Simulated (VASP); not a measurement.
# Li2S (Fm-3m) in VASP: notebook, part 2 of 2

VASP 6.6.1.

## (3) Relaxation of cell and atoms, PBE+D3(BJ)

Contents of INCAR:

```
ALGO     = Normal         # electronic algorithm
EDIFF    = 1E-6           # SCF threshold, eV
EDIFFG   = -0.005         # ionic threshold
ENCUT    = 600            # plane-wave cutoff, eV
GGA      = PE             # functional
IBRION   = 2              # ionic algorithm
ISIF     = 3              # what is computed and relaxed
ISMEAR   = 0              # smearing method
IVDW     = 12             # dispersion correction
LASPH    = True           # aspherical terms in the spheres
LCHARG   = False          # write CHGCAR
LREAL    = False          # projectors in reciprocal space
LWAVE    = False          # write WAVECAR
NELM     = 100            # most SCF steps
NSW      = 70             # ionic steps
PREC     = Accurate       # precision mode
SIGMA    = 0.02           # smearing width, eV
```

Contents of KPOINTS:

```
k-points
0
Gamma
  8 8 8
```

Contents of POSCAR:

```
Li2S
1.0
    0.0000000000      2.8528159674      2.8528159674
    2.8528159674      0.0000000000      2.8528159674
    2.8528159674      2.8528159674      0.0000000000
Li S
2 1
Direct
    0.2500000000      0.2500000000      0.2500000000
    0.7500000000      0.7500000000      0.7500000000
    0.0000000000      0.0000000000      0.0000000000
```

Potentials or basis: VASP PAW PBE potentials, release 64 (Li_sv, S).

Started as:

```console
$ cat potpaw_PBE.64/Li_sv/POTCAR potpaw_PBE.64/S/POTCAR > POTCAR
$ mpirun -np 1 vasp_std > vasp.out
```

OUTCAR:

```text
EDIFF = 1E-6
   EDIFFG = -0.005
   ENCUT = 600
   GGA = PE
   IBRION = 2
   ISIF = 3
   ISMEAR = 0
   IVDW = 12
   LASPH = True
   LREAL = False
   NELM = 100
   NSW = 70
   PREC = Accurate
 IVDW          = 12

 ion  position               nearest neighbor table
   1  0.250  0.250  0.250-   3 2.47   3 2.47   3 2.47   3 2.47
   2  0.750  0.750  0.750-   3 2.47   3 2.47   3 2.47   3 2.47
   3  0.000  0.000  0.000-   1 2.47   2 2.47   2 2.47   2 2.47   2 2.47   1 2.47   1 2.47   1 2.47

  LATTYP: Found a face centered cubic cell.
 ALAT       =     5.7056319348

  Lattice vectors:

 A1 = (   0.0000000000,   2.8528159674,   2.8528159674)
 A2 = (   2.8528159674,   0.0000000000,   2.8528159674)
 A3 = (   2.8528159674,   2.8528159674,   0.0000000000)

Analysis of symmetry for initial positions (statically):
=====================================================================
 Subroutine PRICEL returns:
 Original cell was already a primitive cell.

 Routine SETGRP: Setting up the symmetry group for a
 face centered cubic supercell.

 Subroutine GETGRP returns: Found 48 space group operations
 (whereof 48 operations were pure point group operations)
 out of a pool of 48 trial point group operations.

The static configuration has the point symmetry O_h .

Analysis of symmetry for dynamics (positions and initial velocities):
=====================================================================
 Subroutine PRICEL returns:
 Original cell was already a primitive cell.

 Routine SETGRP: Setting up the symmetry group for a
 face centered cubic supercell.

 Subroutine GETGRP returns: Found 48 space group operations
 (whereof 48 operations were pure point group operations)
 out of a pool of 48 trial point group operations.

The dynamic configuration has the point symmetry O_h .

 Subroutine INISYM returns: Found 48 space group operations
 (whereof 48 operations are pure point group operations),
 and found     1 'primitive' translations

----------------------------------------------------------------------------------------

                                     Primitive cell

[... 107 lines left out ...]
   ISMEAR =     0;   SIGMA  =   0.02  broadening in eV -4-tet -1-fermi 0-gaus
   EFERMI_NEDOS =   21; number of points for ismear=-14 and -15
   IALGO  =     38    algorithm
   IMIX   =      4    mixing-type and parameters
     AMIX     =   0.40;   BMIX     =  1.00
     AMIX_MAG =   1.60;   BMIX_MAG =  1.00
  volume/ion in A,a.u.               =      15.48       104.45
  Fermi-wavevector in a.u.,A,eV,Ry     =   1.042761  1.970533 14.794305  1.087351
  Thomas-Fermi vector in A             =   2.177441
   LORBIT       =      0    0 simple, 1 ext, 2 COOP (PROOUT), +10 PAW based schemes
   GGA     = PE    functional components
   LHFCALC =     F    Hartree Fock is set to
   AEXX    =    0.0000 exact exchange contribution
   IVDW    =    12    specifies the selected vdW correction
   LEPSILON=     F    determine dielectric tensor
   LRPA    =     F    only Hartree local field effects (RPA)
 conjugate gradient relaxation of ions
 non-spin polarized calculation
 Gauss-broadening in eV      SIGMA  =   0.02
  energy-cutoff  :      600.00
  volume of cell :       46.44
 maximum number of plane-waves:      1572
   NGX = 17   NGY = 17   NGZ = 17

--------------------------------------- Ionic step        1  -------------------------------------------

 number of electron      11.9999987 magnetization

 Free energy of the ion-electron system (eV)
  ---------------------------------------------------
  ext. energy  EPLUGINS =         0.00000000
  ---------------------------------------------------
  free energy    TOTEN  =       -11.99596013 eV

  energy without entropy =      -11.99596013  energy(sigma->0) =      -11.99596013

------------------------ aborting loop because EDIFF is reached ----------------------------------------

 Edisp (eV)   -0.78383

 E8    (eV) :    -0.3083
[... 114 lines left out ...]
--------------------------------------- Ionic step        4  -------------------------------------------

 number of electron      12.0000011 magnetization

 Free energy of the ion-electron system (eV)
  ---------------------------------------------------
  ext. energy  EPLUGINS =         0.00000000
  ---------------------------------------------------
  free energy    TOTEN  =       -11.96312476 eV

  energy without entropy =      -11.96312476  energy(sigma->0) =      -11.96312476

 E-fermi :   2.0985     XC(G=0):  -8.7835

 val. band max:        1.9260457430   @ k =   0.0000   0.0000   0.0000
 cond. band min:       5.2593355966   @ k =   0.5000   0.5000   0.0000
 fundamental gap:      3.3332898536
 Fermi energy:         2.0984822621

 k-point     1 :       0.0000    0.0000    0.0000
  band No.  band energies     occupation
      1     -42.1231      2.00000
      2     -42.0664      2.00000
      3      -9.2964      2.00000
      4       1.9260      2.00000
      5       1.9260      2.00000
      6       1.9260      2.00000
      7       6.5813      0.00000
      8       8.1815      0.00000
      9       8.1815      0.00000
     10       8.1815      0.00000
[... 287 lines left out ...]
 k-point    24 :      -0.3750    0.2500    0.1250
  band No.  band energies     occupation
      1     -42.0936      2.00000
      2     -42.0935      2.00000
      3      -8.7293      2.00000
      4      -0.8732      2.00000
      5       0.5748      2.00000
      6       0.9239      2.00000
      7       7.8674      0.00000
      8       8.8118      0.00000
      9      10.5534      0.00000
     10      11.2427      0.00000

 [... further k-points ...]

------------------------ aborting loop because EDIFF is reached ----------------------------------------

 Edisp (eV)   -0.85118

 E8    (eV) :    -0.3356
[... 26 lines left out ...]
  FREE ENERGIE OF THE ION-ELECTRON SYSTEM (eV)
  ---------------------------------------------------
  free  energy   TOTEN  =       -12.8143073683 eV

  energy  without entropy=      -12.8143073683  energy(sigma->0) =      -12.81430737

 reached required accuracy - stopping structural energy minimisation
```

OSZICAR:

```text
N       E                     dE             d eps       ncg     rms          rms(c)
DAV:   1     0.419176269682E+02    0.41918E+02   -0.61763E+03   580   0.128E+03
DAV:   2    -0.598262325326E+01   -0.47900E+02   -0.45605E+02   752   0.203E+02
DAV:   3    -0.119542217613E+02   -0.59716E+01   -0.59591E+01   958   0.587E+01
DAV:   4    -0.122946721661E+02   -0.34045E+00   -0.34011E+00   924   0.144E+01
[... 29 lines left out ...]
       N       E                     dE             d eps       ncg     rms          rms(c)
DAV:   1    -0.119633079611E+02    0.19595E-02   -0.37076E-03   614   0.472E-01    0.111E-01
DAV:   2    -0.119631541163E+02    0.15384E-03   -0.60012E-04   764   0.183E-01    0.493E-02
DAV:   3    -0.119631256151E+02    0.28501E-04   -0.87318E-05   644   0.561E-02    0.278E-02
DAV:   4    -0.119631247592E+02    0.85583E-06   -0.47462E-06   778   0.162E-02
   4 F= -.12814307E+02 E0= -.12814307E+02  d E =-.345206E-01
```

It took 15 s on 1 thread of Intel Xeon 6975P-C (Granite Rapids), shared host; peak memory 0.19 GiB.

What came out:

| Quantity | Value |
| --- | --- |
| Free energy | -12.8143 eV |
| Relaxed volume | 14.34 Å³/atom |
| Relaxed cell | a = 3.933 Å, b = 3.933 Å, c = 3.933 Å, α = 60.00°, β = 60.00°, γ = 60.00° |
| Space group after relaxing (to 0.05 Å) | Fm-3m (No. 225) |
| Energy gained by relaxing | 11.5 meV/atom |
| Ionic steps | 4 |
| Pressure after relaxing | 0.0 GPa |
| Band gap on the k mesh | 3.33 eV, indirect (least direct gap 4.66 eV) |
| Dispersion energy per atom | -0.284 eV |

The path:
| step | energy change (eV) | largest force (eV/Å) | pressure (GPa) | volume (Å³) |
| --- | --- | --- | --- | --- |
| 1 | 0.0000 | 0.0000 | -3.05 | 46.44 |
| 2 | -0.0278 | 0.0000 | -1.45 | 44.49 |
| 3 | -0.0345 | 0.0000 | -0.11 | 43.13 |
| 4 | -0.0345 | 0.0000 | -0.03 | 43.03 |

Final structure:
```yaml
crystal:
  lattice:
    - [0.00000, 2.78127, 2.78127]
    - [2.78127, 0.00000, 2.78127]
    - [2.78127, 2.78127, 0.00000]
  atoms:
    - { symbol: Li, position: [0.25000, 0.25000, 0.25000] }
    - { symbol: Li, position: [0.75000, 0.75000, 0.75000] }
    - { symbol: S, position: [0.00000, 0.00000, 0.00000] }
```

Caveat: the cutoff is under 1.25 times the usual one of these potentials, so pressure, stress and relaxed cells hold a basis-set (Pulay) error. A k mesh can miss the band edges.
